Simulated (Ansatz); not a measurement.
## A series in temperature on MgO

All results are calculated (Ansatz 0.2.0). Plane-wave density functional theory, PAW datasets, Gaussian smearing 0.05 eV: harmonic lattice thermodynamics at fixed volume from displacements in the supercell given; kB is Boltzmann's constant.

Structure of every row (space group Fm-3m, No. 225):
```
MgO
1.0
      0.0000     2.1071     2.1071
      2.1071     0.0000     2.1071
      2.1071     2.1071     0.0000
Mg O
1 1
Direct
  0.00000 0.00000 0.00000
  0.50000 0.50000 0.50000
```

Settings of every row: paw set soft_2; functional PBEsol; spin treatment none; moment partition spheres; spin axis none; wave cutoff 420 eV; SCF start atoms; lower state search light; symmetry use detected; k mesh of unit cell 12x12x12; supercell 3x3x3.

Atom first moment, atom hubbard u: 0 on all atoms.

Limits: the cell was measured well above room temperature.

| row | temperature (K) | phonon entropy (kB per atom) | phonon heat capacity (kB per atom) | phonon free energy (meV per atom) |
| --- | --- | --- | --- | --- |
| 1 | 200 | 0.904 | 1.651 | 67.37 |
| 2 | 300 | 1.701 | 2.248 | 56.09 |
| 3 | 400 | 2.392 | 2.536 | 38.37 |
| 4 | 500 | 2.976 | 2.69 | 15.17 |
| 5 | 600 | ? | ? | ? |
| 6 | 700 | 3.908 | 2.835 | -44.53 |
| 7 | 800 | 4.289 | 2.872 | -79.88 |
| 8 | 900 | 4.629 | 2.898 | -118.34 |
| 9 | 1000 | 4.935 | 2.917 | -159.57 |

Question: what phonon entropy and phonon heat capacity should row 5 give?

Worked fit of phonon entropy. Entropy rises as the heat capacity times the change of ln T, so take t = ln(T / 300 K). The shown rows have t = -0.4055, 0, 0.2877, 0.5108, 0.8473, 0.9808, 1.0986, 1.204. Least squares give phonon entropy = 1.7296 + 2.22751 × t + 0.3758 × t² kB per atom; a straight line predicts inner rows, each left out in turn, worse (root mean square 0.09 against 0.023 kB per atom). The rows lie off it by 0.016, -0.029, -0.010, 0.011, 0.021, 0.013, -0.001, -0.021 (root mean square 0.017 kB per atom), a smooth pattern that one more power would take up: the form is only approximate. The slope at t = 0, 2.23 kB per atom, estimates the heat capacity at 300 K. The withheld row has t = 0.6931, so the fit gives 1.7296 + 2.22751 × (0.6931) + 0.3758 × (0.6931)² = 3.454 kB per atom.

The calculation gave 3.475 kB per atom. The fit lies 0.021 kB per atom (0.52 % of the column's range) below it; its largest miss of a shown row is 0.029 kB per atom.

Worked fit of phonon heat capacity. At high temperature a harmonic heat capacity falls short of its limit by a term in 1/T², so take t = (100 K / T)². The shown rows have t = 0.25, 0.11111, 0.0625, 0.04, 0.02041, 0.01562, 0.01235, 0.01. Least squares give phonon heat capacity = 2.9916 − 7.8383 × t + 9.913 × t² kB per atom; a straight line predicts inner rows, each left out in turn, worse (root mean square 0.058 against 0.0065 kB per atom). The rows lie off it by -0.001, 0.005, -0.004, -0.004, -0.001, 0.000, 0.002, 0.003 (root mean square 0.003 kB per atom), a smooth pattern that one more power would take up: the form is only approximate. The constant, 2.9916 kB per atom, is to be held against the harmonic limit of 3 k_B an atom. The withheld row has t = 0.02778, so the fit gives 2.9916 − 7.8383 × (0.02778) + 9.913 × (0.02778)² = 2.782 kB per atom.

The calculation gave 2.779 kB per atom. The fit lies 0.003 kB per atom (0.24 % of the column's range) above it; its largest miss of a shown row is 0.005 kB per atom.

The other values of row 5: phonon free energy -12.68 meV per atom.
